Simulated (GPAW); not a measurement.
# BN (P6_3mc) in GPAW: further runs

One crystal, BN, is run at these levels: PBEsol, r2SCAN; tasks: equation of state, band structure.

Program: GPAW 26.7.0. These are calculated values, not measurements. Logs are shortened: lines on timing, memory, paths and dates and some standing lists are left out, and cuts for length are marked. The log counts tension as positive stress, the text compression.

## Step 1: The structure

It takes space group P6_3mc (No. 186, hexagonal). The conventional cell has a = 2.554 Å, b = 2.554 Å, c = 4.227 Å, α = 90.00°, β = 90.00°, γ = 120.00°. N (site symmetry 3m) is surrounded by 4 B at 1.57 to 1.58 Å. B (site symmetry 3m) is surrounded by 4 N at 1.57 to 1.58 Å.

Measurements of this composition are mostly on another form, of space group No. 194.

## Step 2: Equation of state, PBEsol

run.py reads:

```python
from ase import Atoms
from ase.eos import EquationOfState
from ase.io import Trajectory
from ase.units import GPa
from gpaw import GPAW, PW, setup_paths

setup_paths.insert(0, '.')

atoms = Atoms(['N', 'N', 'B', 'B'],
              cell=[[2.5539396017, 0.0, 0.0],
                    [-1.2769698009, 2.2117765748, 0.0],
                    [0.0, 0.0, 4.226855]],
              scaled_positions=[[0.3333333333, 0.6666666667, 0.125276],
                                [0.6666666667, 0.3333333333, 0.625276],
                                [0.3333333333, 0.6666666667, 0.499724],
                                [0.6666666667, 0.3333333333, 0.999724]],
              pbc=True)

traj = Trajectory('eos.traj', 'w')
volumes, energies = [], []
for x in [0.94, 0.96, 0.98, 1.0, 1.02, 1.04, 1.06]:
    a = atoms.copy()
    a.set_cell(atoms.cell * x**(1 / 3), scale_atoms=True)
    calc = GPAW(mode=PW(800),
                xc='PBEsol',
                kpts={'size': (10, 10, 5), 'gamma': True},
                occupations={'name': 'fermi-dirac', 'width': 0.05},
                nbands=18,
                convergence={'density': 1e-05, 'energy': 1e-05},
                maxiter=150,
                txt=f'eos-{x:.2f}.txt')
    a.calc = calc
    energies.append(a.get_potential_energy(force_consistent=True))
    volumes.append(a.get_volume())
    p = -a.get_stress()[:3].mean() / GPa
    calc.write(f'eos-{x:.2f}.gpw')
    traj.write(a)
    print(f'{x:.2f} {volumes[-1]:10.4f} A^3 {energies[-1]:14.6f} eV {p:9.3f} GPa', flush=True)

v0, e0, B = EquationOfState(volumes, energies, eos='birchmurnaghan').fit()
print(f'V0 = {v0:.4f} A^3, E0 = {e0:.6f} eV, B0 = {B / GPa:.2f} GPa')
```

Potentials or basis: PAW data sets generated in the run's folder for this functional, pw.

On the command line:

```sh
> gpaw-setup -f PBEsol B N
> OMP_NUM_THREADS=1 python run.py
```

The program printed:

```text
__  _  _
 | _ |_)|_||  |
 |__||  | ||/\| - 26.7.0

Input parameters:
  mode=PW(ecut=800.0),
  convergence={'density': 1e-05, 'energy': 1e-05},
  kpts=MonkhorstPack(size=(10, 10, 5), gamma=True),
  maxiter=150,
  nbands=18,
  occupations=Occupations(name='fermi-dirac', width=0.05),
  xc=XC(name='PBEsol')

Diagonalizing LCAO Hamiltonian
Converting LCAO to pw mode

          B

        B N

        N

Atoms  # Å, Bohr magnetons
|   | symbol |         x |        y |        z |    initial magnetic moments |
|---|--------|-----------|----------|----------|-----------------------------|
| 0 |      N | -0.000000 | 1.444417 | 0.518714 | ( 0.0000,  0.0000,  0.0000) |
| 1 |      N |  1.250902 | 0.722209 | 2.588998 | ( 0.0000,  0.0000,  0.0000) |
| 2 |      B | -0.000000 | 1.444417 | 2.069141 | ( 0.0000,  0.0000,  0.0000) |
| 3 |      B |  1.250902 | 0.722209 | 4.139426 | ( 0.0000,  0.0000,  0.0000) |

Unit cell  # Å
| periodic |         x |        y |        z |  lengths |     angles |
|----------|-----------|----------|----------|----------|------------|
|      yes |  2.501804 | 0.000000 | 0.000000 | 2.501804 |  90.000000 |
|      yes | -1.250902 | 2.166626 | 0.000000 | 2.501804 |  90.000000 |
|      yes |  0.000000 | 0.000000 | 4.140568 | 4.140568 | 120.000000 |

Number of symmetries: 6
Symmetry operations  # r_c * U_cc + t_c -> r_c
|   | kind |            matrix            |
|---|------|------------------------------|
| 0 |  σ   |  1, 1, 0,  0,-1, 0,  0, 0, 1 |
| 1 |  E   |  1, 0, 0,  0, 1, 0,  0, 0, 1 |
| 2 |  C3  |  0, 1, 0, -1,-1, 0,  0, 0, 1 |
| 3 |  σ   |  0,-1, 0, -1, 0, 0,  0, 0, 1 |
| 4 |  σ   | -1, 0, 0,  1, 1, 0,  0, 0, 1 |
| 5 |  C3  | -1,-1, 0,  1, 0, 0,  0, 0, 1 |

BZ-sampling:
  Number of BZ points: 500
  Number of IBZ points: 58

  Monkhorst-Pack size: [10, 10, 5]
  Monkhorst-Pack shift: [0.05, 0.05, 0.0]

K-points  # in reciprocal-cell coordinates
|     |                                coordinates |     weight |
|-----|--------------------------------------------|------------|
|   0 | (  0.00000000,   0.00000000,   0.00000000) | 0.00200000 |
|   1 | (  0.00000000,   0.00000000,   0.20000000) | 0.00400000 |
|   2 | (  0.00000000,   0.00000000,   0.40000000) | 0.00400000 |
|   3 | (  0.10000000,   0.00000000,  -0.40000000) | 0.01200000 |
|   4 | (  0.10000000,   0.00000000,  -0.20000000) | 0.01200000 |
|   5 | (  0.10000000,   0.00000000,   0.00000000) | 0.01200000 |
|   6 | (  0.10000000,   0.00000000,   0.20000000) | 0.01200000 |
|   7 | (  0.10000000,   0.00000000,   0.40000000) | 0.01200000 |
|   8 | (  0.20000000,  -0.10000000,   0.00000000) | 0.01200000 |
|   9 | (  0.20000000,  -0.10000000,   0.20000000) | 0.02400000 |
| ... |                                            |            |
|  57 | (  0.50000000,   0.50000000,   0.40000000) | 0.01200000 |

Plane wave coefficients: 1172
Cutoff: 800.0 eV

Spin-components: 1 (collinear spins)
Bands:           18
Projectors:      20
Spin-degeneracy: 2
Datatype:        complex128

Parallelization:
  kpt:    1
  domain: 1
  band:   1

Density:
  Valence electrons: 16.0
  Components: 1
  Grid points: [18 18 28]
  Charge: 0.0  # |e|

Potential:
  Grid points: [18 18 28]

species:
  N:
    name:    Nitrogen
    Z:       7.0
    valence: 5
    core:    2
    charge:  0.0  # [|e|]
    compensation charges:
      type: gauss
      rc: 0.18  # [Å]
      lmax: 2
    cutoffs:
      filter: 1.11  # [Å]
      core: 0.96  # [Å]
    projectors
    | kind |    occ | energy [eV] | rcut [Å] |
    |------|--------|-------------|----------|
    |   2s |  2.000 |     -18.455 |    0.603 |
    |   2p |  3.000 |      -7.035 |    0.529 |
    |    s |        |       8.756 |    0.603 |
    |    p |        |      20.177 |    0.529 |
    |    d |        |       0.000 |    0.577 |

    Using partial waves for N as LCAO basis

  B:
    name:    Boron
    Z:       5.0
    valence: 3
    core:    2
    charge:  0.0  # [|e|]
    compensation charges:
      type: gauss
      rc: 0.20  # [Å]
      lmax: 2
    cutoffs:
      filter: 1.14  # [Å]
      core: 1.42  # [Å]
    projectors
    | kind |    occ | energy [eV] | rcut [Å] |
    |------|--------|-------------|----------|
    |   2s |  2.000 |      -9.361 |    0.635 |
    |   2p |  1.000 |      -3.555 |    0.635 |
    |    s |        |      17.850 |    0.635 |
    |    p |        |      23.657 |    0.635 |
    |    d |        |       0.000 |    0.635 |

    Using partial waves for B as LCAO basis

Reference energy: -4283.654871  # eV

eigensolver:
  PPCG
  Converge bands: occupied
  niter=2

density mixing:
  MSR1-Mixer
  Pratt-step length: 0.05
  Maximum mixing coefficient: 0.75
  Old densities: 10
  SVD Regularization: 0.005
  Good broyden scale: 1.0
  Trust region scale: 1.0
  Backstep threshold: 4.0
  History deletion threshold: 6.0
  Fourier metric: weight=20.0, sigma=0.015

occupation numbers:
  Fermi-Dirac:
    width: 0.0500  # eV

poisson solver:
  ecut: 6400.0  # eV

xc functional:
  name: PBEsol with 2 nearest neighbor stencil

convergence criteria:
[... 6 lines left out ...]
|iter     | |      energy | eigst |  dens |
|---------|-|-------------|-------|-------|
|iter:   1| |  -38.674443 | +0.12 |       |
|iter:   2| |  -38.309292 | -1.95 | -0.74 |
|iter:   3| |  -36.816478 | -1.25 | -0.78 |
|iter:   4| |  -36.784544 | -2.74 | -1.39 |
|iter:   5| |  -36.782340 | -3.48 | -1.87 |
|iter:   6| |  -36.782428 | -5.15 | -2.59 |
|iter:   7| |  -36.782428c| -7.05 | -3.65 |
|iter:   8| |  -36.782428c| -8.44c| -4.38 |
|iter:   9| |  -36.782428c| -8.20c| -4.91 |
|iter:  10| |  -36.782428c| -9.08c| -5.59c|

Converged in 10 steps
Energy contributions relative to reference atoms: (reference = -4283.654871)

Energy contributions:
  Kinetic:          43.345958
  Coulomb:         -39.394013
  Zero:              0.202645
  External:          0.000000
  Xc:              -40.937019
  Entropy:          -0.000000
  Spinorbit:         0.000000
  ----------------------------
  Free energy:     -36.782428
  Extrapolated:    -36.782428

dipole moment: (0.000001, 0.000002, 4.328830)  # |e|*Ang

Fermi level: 14.142
Eigenvalues  # (at kpt = [0.000, 0.000, 0.000])
| band index |      eig [eV] | occ [0-2] |
|------------|---------------|-----------|
|          0 |       -10.039 |     2.000 |
|          1 |        -5.594 |     2.000 |
|          2 |        -0.521 |     2.000 |
|          3 |         8.751 |     2.000 |
|          4 |         8.751 |     2.000 |
|          5 |        10.695 |     2.000 |
[... 8 lines left out ...]
|         14 |        23.248 |     0.000 |
|         15 |        27.729 |     0.000 |
|        ... |               |           |
|         17 |        32.920 |     0.000 |

Gap: 5.081 eV
Transition (v -> c):
  (s=0, k=0, n=7, [0.00, 0.00, 0.00]) -> (s=0, k=39, n=8, [0.40, 0.30, 0.00])
Direct/indirect transitions are different
Direct gap: 8.447 eV
Transition at: (s=0, k=5, n=7, [0.10, 0.00, 0.00])

Stress tensor  # eV/Ang^3
|         x |         y |         z |
|-----------|-----------|-----------|
| -0.113909 | -0.000000 |  0.000000 |
| -0.000000 | -0.113909 | -0.000000 |
|  0.000000 | -0.000000 | -0.112269 |

# Writing to eos-0.94.gpw (mode='')
```

Run time: 2.5 min. Hardware: 1 thread of Arm Neoverse V2, shared host; peak memory 0.24 GiB.

What came out:

| Quantity | Value |
| --- | --- |
| Equilibrium volume | 5.88 Å³/atom |
| Bulk modulus at fixed shape and positions | 387 GPa |
| Pressure derivative of the bulk modulus | 3.7 |

Energy against volume, from the lowest point:
```tsv
volume (Å³/atom)	energy (meV/atom)
5.611	15.71
5.730	4.59
5.850	0.00
5.969	1.49
6.088	8.42
6.208	20.29
6.327	36.70
```

Caveat: the cell was scaled at fixed shape and fractional positions, which overstates the stiffness of a crystal with free parameters, most of all of layers and chains.

## Step 3: Band structure, r2SCAN

run.py reads:

```python
from ase import Atoms
from ase.dft.bandgap import bandgap
from ase.io import write
from ase.units import GPa
from gpaw import GPAW, PW

atoms = Atoms(['N', 'N', 'B', 'B'],
              cell=[[2.5539396017, 0.0, 0.0],
                    [-1.2769698009, 2.2117765748, 0.0],
                    [0.0, 0.0, 4.226855]],
              scaled_positions=[[0.3333333333, 0.6666666667, 0.125276],
                                [0.6666666667, 0.3333333333, 0.625276],
                                [0.3333333333, 0.6666666667, 0.499724],
                                [0.6666666667, 0.3333333333, 0.999724]],
              pbc=True)

calc = GPAW(mode=PW(800),
            xc='MGGA_X_R2SCAN+MGGA_C_R2SCAN',
            kpts={'size': (10, 10, 5), 'gamma': True},
            occupations={'name': 'fermi-dirac', 'width': 0.05},
            nbands=18,
            convergence={'density': 1e-05, 'energy': 1e-05},
            maxiter=150,
            txt='gpaw.txt')
atoms.calc = calc
energy = atoms.get_potential_energy()
forces = atoms.get_forces()
stress = atoms.get_stress()
calc.write('gs.gpw')
write('result.traj', atoms)
print(f'Energy: {energy:.6f} eV')
print('Forces (eV/A):')
print(forces.round(4))
print('Stress (GPa):', (stress / GPa).round(3))
print('Fermi level:', round(calc.get_fermi_level(), 4), 'eV')
print(f'Gap: {bandgap(calc)[0]:.4f} eV, direct: {bandgap(calc, direct=True)[0]:.4f} eV')

path = atoms.cell.bandpath('GMKGALHA,LM,KH', npoints=60, eps=1e-4)
bs_calc = calc.fixed_density(kpts=path, symmetry='off', nbands=27,
                             convergence={'bands': 'CBM+6.0', 'eigenstates': 1e-6}, txt='bands.txt')
bs = bs_calc.band_structure()
bs.write('bs.json')
print(f'Gap on the path: {bandgap(bs_calc)[0]:.4f} eV')
```

Potentials or basis: GPAW PAW data sets (gpaw-data 1.2.1), pw.

On the command line:

```sh
> OMP_NUM_THREADS=1 python run.py
```

gpaw.txt:

```text
__  _  _
 | _ |_)|_||  |
 |__||  | ||/\| - 26.7.0

Input parameters:
  mode=PW(ecut=800.0),
  convergence={'density': 1e-05, 'energy': 1e-05},
  kpts=MonkhorstPack(size=(10, 10, 5), gamma=True),
  maxiter=150,
  nbands=18,
  occupations=Occupations(name='fermi-dirac', width=0.05),
  xc=XC(name='MGGA_X_R2SCAN+MGGA_C_R2SCAN')

Diagonalizing LCAO Hamiltonian
Converting LCAO to pw mode

          B

        B N

        N

Atoms  # Å, Bohr magnetons
|   | symbol |         x |        y |        z |    initial magnetic moments |
|---|--------|-----------|----------|----------|-----------------------------|
| 0 |      N | -0.000000 | 1.474518 | 0.529523 | ( 0.0000,  0.0000,  0.0000) |
| 1 |      N |  1.276970 | 0.737259 | 2.642951 | ( 0.0000,  0.0000,  0.0000) |
| 2 |      B | -0.000000 | 1.474518 | 2.112261 | ( 0.0000,  0.0000,  0.0000) |
| 3 |      B |  1.276970 | 0.737259 | 4.225688 | ( 0.0000,  0.0000,  0.0000) |

Unit cell  # Å
| periodic |         x |        y |        z |  lengths |     angles |
|----------|-----------|----------|----------|----------|------------|
|      yes |  2.553940 | 0.000000 | 0.000000 | 2.553940 |  90.000000 |
|      yes | -1.276970 | 2.211777 | 0.000000 | 2.553940 |  90.000000 |
|      yes |  0.000000 | 0.000000 | 4.226855 | 4.226855 | 120.000000 |

Number of symmetries: 6
Symmetry operations  # r_c * U_cc + t_c -> r_c
|   | kind |            matrix            |
|---|------|------------------------------|
| 0 |  σ   |  1, 1, 0,  0,-1, 0,  0, 0, 1 |
| 1 |  E   |  1, 0, 0,  0, 1, 0,  0, 0, 1 |
| 2 |  C3  |  0, 1, 0, -1,-1, 0,  0, 0, 1 |
| 3 |  σ   |  0,-1, 0, -1, 0, 0,  0, 0, 1 |
| 4 |  σ   | -1, 0, 0,  1, 1, 0,  0, 0, 1 |
| 5 |  C3  | -1,-1, 0,  1, 0, 0,  0, 0, 1 |

BZ-sampling:
  Number of BZ points: 500
  Number of IBZ points: 58

  Monkhorst-Pack size: [10, 10, 5]
  Monkhorst-Pack shift: [0.05, 0.05, 0.0]

K-points  # in reciprocal-cell coordinates
|     |                                coordinates |     weight |
|-----|--------------------------------------------|------------|
|   0 | (  0.00000000,   0.00000000,   0.00000000) | 0.00200000 |
|   1 | (  0.00000000,   0.00000000,   0.20000000) | 0.00400000 |
|   2 | (  0.00000000,   0.00000000,   0.40000000) | 0.00400000 |
|   3 | (  0.10000000,   0.00000000,  -0.40000000) | 0.01200000 |
|   4 | (  0.10000000,   0.00000000,  -0.20000000) | 0.01200000 |
|   5 | (  0.10000000,   0.00000000,   0.00000000) | 0.01200000 |
|   6 | (  0.10000000,   0.00000000,   0.20000000) | 0.01200000 |
|   7 | (  0.10000000,   0.00000000,   0.40000000) | 0.01200000 |
|   8 | (  0.20000000,  -0.10000000,   0.00000000) | 0.01200000 |
|   9 | (  0.20000000,  -0.10000000,   0.20000000) | 0.02400000 |
| ... |                                            |            |
|  57 | (  0.50000000,   0.50000000,   0.40000000) | 0.01200000 |

Plane wave coefficients: 1240
Cutoff: 800.0 eV

Spin-components: 1 (collinear spins)
Bands:           18
Projectors:      20
Spin-degeneracy: 2
Datatype:        complex128

Parallelization:
  kpt:    1
  domain: 1
  band:   1

Density:
  Valence electrons: 16.0
  Components: 1
  Grid points: [18 18 28]
  Charge: 0.0  # |e|

Potential:
  Grid points: [18 18 28]

species:
  N:
    name:    Nitrogen
    Z:       7.0
    valence: 5
    core:    2
    charge:  0.0  # [|e|]
    compensation charges:
      type: gauss
      rc: 0.18  # [Å]
      lmax: 2
    cutoffs:
      filter: 1.11  # [Å]
      core: 0.96  # [Å]
    projectors
    | kind |    occ | energy [eV] | rcut [Å] |
    |------|--------|-------------|----------|
    |   2s |  2.000 |     -18.583 |    0.603 |
    |   2p |  3.000 |      -7.089 |    0.529 |
    |    s |        |       8.629 |    0.603 |
    |    p |        |      20.123 |    0.529 |
    |    d |        |       0.000 |    0.577 |

    Using partial waves for N as LCAO basis

  B:
    name:    Boron
    Z:       5.0
    valence: 3
    core:    2
    charge:  0.0  # [|e|]
    compensation charges:
      type: gauss
      rc: 0.20  # [Å]
      lmax: 2
    cutoffs:
      filter: 1.14  # [Å]
      core: 1.38  # [Å]
    projectors
    | kind |    occ | energy [eV] | rcut [Å] |
    |------|--------|-------------|----------|
    |   2s |  2.000 |      -9.443 |    0.635 |
    |   2p |  1.000 |      -3.606 |    0.635 |
    |    s |        |      17.768 |    0.635 |
    |    p |        |      23.605 |    0.635 |
    |    d |        |       0.000 |    0.635 |

    Using partial waves for B as LCAO basis

Reference energy: -4302.422143  # eV

eigensolver:
  PPCG
  Converge bands: occupied
  niter=2

density mixing:
  MSR1-Mixer
  Pratt-step length: 0.05
  Maximum mixing coefficient: 0.75
  Old densities: 10
  SVD Regularization: 0.005
  Good broyden scale: 1.0
  Trust region scale: 1.0
  Backstep threshold: 4.0
  History deletion threshold: 6.0
  Fourier metric: weight=20.0, sigma=0.015

occupation numbers:
  Fermi-Dirac:
    width: 0.0500  # eV

poisson solver:
  ecut: 6400.0  # eV

xc functional:
  name: MGGA_X_R2SCAN+MGGA_C_R2SCAN with 2 nearest neighbor stencil

convergence criteria:
[... 6 lines left out ...]
|iter     | |      energy | eigst |  dens |
|---------|-|-------------|-------|-------|
|iter:   1| |  -44.688033 | +0.09 |       |
|iter:   2| |  -39.173785 | -1.40 | -0.74 |
|iter:   3| |  -38.357908 | -1.00 | -0.78 |
|iter:   4| |  -38.331813 | -2.45 | -1.30 |
|iter:   5| |  -38.338532 | -3.02 | -1.66 |
|iter:   6| |  -38.339062 | -4.92 | -2.50 |
|iter:   7| |  -38.339121 | -5.68 | -3.11 |
|iter:   8| |  -38.339123c| -7.09 | -4.01 |
|iter:   9| |  -38.339123c| -8.23c| -4.56 |
|iter:  10| |  -38.339123c| -8.35c| -5.14c|

Converged in 10 steps
Energy contributions relative to reference atoms: (reference = -4302.422143)

Energy contributions:
  Kinetic:          27.996793
  Coulomb:         -26.567715
  Zero:              0.139038
  External:          0.000000
  Xc:              -39.907240
  Entropy:          -0.000000
  Spinorbit:         0.000000
  ----------------------------
  Free energy:     -38.339123
  Extrapolated:    -38.339123

dipole moment: (0.000001, -0.000000, 4.540450)  # |e|*Ang

Fermi level: 11.648
Eigenvalues  # (at kpt = [0.000, 0.000, 0.000])
| band index |      eig [eV] | occ [0-2] |
|------------|---------------|-----------|
|          0 |       -11.426 |     2.000 |
|          1 |        -7.250 |     2.000 |
|          2 |        -1.297 |     2.000 |
|          3 |         7.735 |     2.000 |
|          4 |         7.736 |     2.000 |
|          5 |         9.635 |     2.000 |
[... 8 lines left out ...]
|         14 |        22.608 |     0.000 |
|         15 |        27.188 |     0.000 |
|        ... |               |           |
|         17 |        32.772 |     0.000 |

Gap: 5.941 eV
Transition (v -> c):
  (s=0, k=0, n=7, [0.00, 0.00, 0.00]) -> (s=0, k=39, n=8, [0.40, 0.30, 0.00])
Direct/indirect transitions are different
Direct gap: 8.928 eV
Transition at: (s=0, k=5, n=7, [0.10, 0.00, 0.00])

Forces  # eV/Ang
|        x |        y |        z |
|----------|----------|----------|
| -0.00000 |  0.00000 | -0.02833 |  # N    0
|  0.00000 | -0.00000 | -0.02830 |  # N    1
|  0.00000 |  0.00000 |  0.02516 |  # B    2
| -0.00000 | -0.00000 |  0.02517 |  # B    3

Stress tensor  # eV/Ang^3
|        x |         y |         z |
|----------|-----------|-----------|
| 0.035342 |  0.000000 |  0.000000 |
| 0.000000 |  0.035342 | -0.000000 |
| 0.000000 | -0.000000 |  0.038961 |

# Writing to gs.gpw (mode='')
```

Wall time 1.7 min (1 thread of Arm Neoverse V2, shared host); peak memory 0.28 GiB.

Results:

* Free energy: -38.3391 eV
* Pressure: -5.9 GPa
* Largest force: 0.028 eV/Å
* Band gap on the k mesh: 5.94 eV, indirect (least direct gap 8.93 eV)
* Band gap along the path: 5.74 eV, indirect (least direct gap 8.92 eV)

Forces in eV/Å, atoms in the order of the input:
```
N    0.000  0.000 -0.028
N    0.000  0.000 -0.028
B    0.000  0.000  0.025
B    0.000  0.000  0.025
```

Levels at the corners of the path, in eV from the valence-band top:
| point | band 5 | band 6 | band 7 | band 8 | band 9 | band 10 | band 11 | band 12 |
| --- | --- | --- | --- | --- | --- | --- | --- | --- |
| Γ | -2.18 | -0.28 | 0.00 | 0.00 | 9.05 | 9.05 | 9.24 | 10.08 |
| M | -7.13 | -5.12 | -4.47 | -2.17 | 7.27 | 8.57 | 11.32 | 12.10 |
| K | -7.50 | -5.57 | -5.57 | -5.57 | 5.74 | 14.29 | 14.29 | 14.77 |
| Γ | -2.18 | -0.28 | 0.00 | 0.00 | 9.05 | 9.05 | 9.24 | 10.08 |
| A | -1.20 | -1.20 | -1.20 | -1.20 | 10.15 | 10.15 | 10.64 | 10.64 |
| L | -3.87 | -3.87 | -3.69 | -3.69 | 7.16 | 7.16 | 10.64 | 10.64 |
| H | -7.88 | -7.88 | -3.12 | -3.12 | 9.94 | 9.94 | 10.90 | 10.90 |
| A | -1.20 | -1.20 | -1.20 | -1.20 | 10.15 | 10.15 | 10.64 | 10.64 |
| L | -3.87 | -3.87 | -3.69 | -3.69 | 7.16 | 7.16 | 10.64 | 10.64 |
| M | -7.13 | -5.12 | -4.47 | -2.17 | 7.27 | 8.57 | 11.32 | 12.10 |
| K | -7.50 | -5.57 | -5.57 | -5.57 | 5.74 | 14.29 | 14.29 | 14.77 |
| H | -7.88 | -7.88 | -3.12 | -3.12 | 9.94 | 9.94 | 10.90 | 10.90 |

Caveat: the PAW data sets were made with another functional, which shifts forces and pressure a little; the mesh misses the band edges, which the band path finds closer together. r2SCAN opens gaps a little over a GGA but as a rule still falls short of measured ones.
